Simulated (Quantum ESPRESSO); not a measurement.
Crystal: Pd.

```
Pd
1.0
     0.00000    1.94650    1.94650
     1.94650    0.00000    1.94650
     1.94650    1.94650    0.00000
Pd
1
Direct
  0.00000 0.00000 0.00000
```

Base run:

* Program: Quantum ESPRESSO 7.5
* Functional: RPBE
* Potentials or basis: SG15 PBE 1.2
* Cutoff: 952 eV
* Density cutoff: 3810 eV
* k mesh: 12 × 12 × 12
* Occupations: fermi-dirac, width 0.05 eV
* Spin: no spin polarisation

Its results: band gap on the k mesh none (metal or under the smearing width); pressure 11.9 GPa.

Question: The run is repeated on the same cell with these changes: functional from RPBE to LDA. What comes out?

Answer: Band gap on the k mesh none (metal or under the smearing width); pressure -9.2 GPa.

LDA binds more tightly than RPBE, so the same cell stands under less pressure.

Caveats: the potentials were made for another functional, which shifts forces and pressure.
